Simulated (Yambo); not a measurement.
Here is a Yambo 5.3.0 calculation.

optics2.in

```
optics
chi
tddft
Chimod= "ALDA"
% BndsRnXd
 1 | 32 |
%
NGsBlkXd= 3 Ry
% LongDrXd
 1 | 0 | 0 |
%
% QpntsRXd
 1 | 1 |
%
% EnRngeXd
 0 | 20 | eV
%
% DmRngeXd
 0.1 | 0.1 | eV
%
ETStpsXd= 200
FxcGRLc= 3 Ry
VXCRLvcs= 3 Ry
```

Contents of scf.in:

```
&CONTROL
  calculation = 'scf'
  prefix = 'pwscf'
  outdir = './tmp'
  pseudo_dir = './pseudo'
/
&SYSTEM
  ibrav = 0
  nat = 2
  ntyp = 2
  ecutwfc = 84
  nbnd = 13
  occupations = 'smearing'
  smearing = 'fd'
  degauss = 0.00367493
  force_symmorphic = .true.
/
&ELECTRONS
  conv_thr = 4d-10
  electron_maxstep = 120
  mixing_beta = 0.5
/
ATOMIC_SPECIES
Si    28.0850 Si.upf
Mg    24.3050 Mg.upf
CELL_PARAMETERS angstrom
   2.9083940000    0.0000000000    0.0000000000
   0.0000000000    2.9083940000    0.0000000000
   0.0000000000    0.0000000000    4.1034270000
ATOMIC_POSITIONS crystal
Si     0.5000000000    0.5000000000    0.5000000000
Mg     0.0000000000    0.0000000000    0.0000000000
K_POINTS automatic
12 12 10 0 0 0
```

The input nscf.in:

```
&CONTROL
  calculation = 'nscf'
  prefix = 'pwscf'
  outdir = './tmp'
  pseudo_dir = './pseudo'
/
&SYSTEM
  ibrav = 0
  nat = 2
  ntyp = 2
  ecutwfc = 84
  nbnd = 37
  occupations = 'smearing'
  smearing = 'fd'
  degauss = 0.00367493
  force_symmorphic = .true.
/
&ELECTRONS
  conv_thr = 1d-08
  diago_full_acc = .true.
  diago_thr_init = 1d-06
/
ATOMIC_SPECIES
Si    28.0850 Si.upf
Mg    24.3050 Mg.upf
CELL_PARAMETERS angstrom
   2.9083940000    0.0000000000    0.0000000000
   0.0000000000    2.9083940000    0.0000000000
   0.0000000000    0.0000000000    4.1034270000
ATOMIC_POSITIONS crystal
Si     0.5000000000    0.5000000000    0.5000000000
Mg     0.0000000000    0.0000000000    0.0000000000
K_POINTS automatic
12 12 10 0 0 0
```

Potentials or basis: PseudoDojo 0.4.1 SR PBEsol standard.

Launch:

```sh
$ OMP_NUM_THREADS=1 pw.x -in scf.in > scf.out
$ OMP_NUM_THREADS=1 pw.x -in nscf.in > nscf.out
$ cd tmp/pwscf.save; p2y; mv SAVE ../..; cd ../..
$ OMP_NUM_THREADS=1 yambo
$ OMP_NUM_THREADS=1 yambo -F optics2.in -J optics2 -C optics2_out
```

Task: What does it give for the band gap on the k mesh, mean-field level?

Result: None (metal or under the smearing width).

Dielectric function (along the field direction of the input):
| energy (eV) | real part | imaginary part |
| --- | --- | --- |
| 0.30 | 32.06 | 46.78 |
| 0.90 | 69.26 | 65.52 |
| 1.61 | -1.52 | 5.28 |
| 2.31 | 2.92 | 17.72 |
| 3.02 | -2.00 | 9.52 |
| 3.62 | -1.16 | 16.85 |
| 4.32 | -5.91 | 2.95 |
| 5.03 | -3.96 | 1.13 |
| 5.73 | -1.43 | 1.16 |
| 6.33 | -1.77 | 1.33 |
| 7.04 | -1.83 | 0.36 |
| 7.74 | -0.88 | 0.18 |
| 8.44 | -0.12 | 0.39 |
| 9.05 | -0.43 | 0.87 |
| 9.75 | -0.31 | 0.18 |
| 10.45 | 0.04 | 0.08 |
| 11.16 | 0.31 | 0.26 |
| 11.76 | 0.02 | 0.30 |
| 12.46 | 0.23 | 0.07 |
| 13.17 | 0.42 | 0.08 |
| 13.87 | 0.52 | 0.15 |
| 14.47 | 0.43 | 0.14 |
| 15.18 | 0.56 | 0.11 |
| 15.88 | 0.56 | 0.18 |
| 16.58 | 0.46 | 0.10 |
| 17.19 | 0.58 | 0.05 |
| 17.89 | 0.63 | 0.03 |
| 18.59 | 0.68 | 0.02 |
| 19.30 | 0.71 | 0.04 |
| 20.00 | 0.72 | 0.04 |

Caveat: the LDA kernel is used on GGA states, which is inconsistent by a few percent; the intraband (Drude) term of the metal is left out; the ground state has no gap, which makes the many-body step unreliable; these spectra lack excitons.
